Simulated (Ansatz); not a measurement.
Tc:

```
Tc
1.0
     2.74000    0.00000    0.00000
    -1.37000    2.37291    0.00000
     0.00000    0.00000    4.39800
Tc
2
Direct
  0.66667 0.33333 0.75000
  0.33333 0.66667 0.25000
```

```yaml
Program: Ansatz 0.2.0
Task: relaxation of cell and atoms
Functional: PBEsol
Potentials_or_basis: Ansatz PAW earlier set
Cutoff: "500 eV (not typed: the program's choice for these potentials)"
k_mesh: 11 × 11 × 6
Occupations: fermi-dirac, width 0.05 eV
Spin: no spin polarisation
```

At the start: volume 14.30 Å³/atom.

Question: How do energy, volume and symmetry change on relaxing?

Answer: It ends after 4 steps and the volume is 14.00 Å³/atom (-2.1 %); space group P6_3/mmc (No. 194, to 0.05 Å).

The path:
```
step  energy change (eV)  largest force (eV/Å)  volume (Å³)
   1              0.0000                0.0000        28.59
   2             -0.0124                0.0000        28.03
   3             -0.0125                0.0000        28.00
   4             -0.0124                0.0000        28.00
```

Final structure:
```
Tc
1.0
     2.72109    0.00000    0.00000
    -1.36055    2.35654    0.00000
     0.00000    0.00000    4.36673
Tc
2
Cartesian
  1.3605 0.7855 3.2750
  0.0000 1.5710 1.0917
```

Caveat: the plane-wave basis is chosen anew once the cell has moved, so the energies of steps on either side of that aren't comparable; the PAW data sets come from PBE, with cores solved anew for the run's functional, which leaves a small shift of forces and pressure.
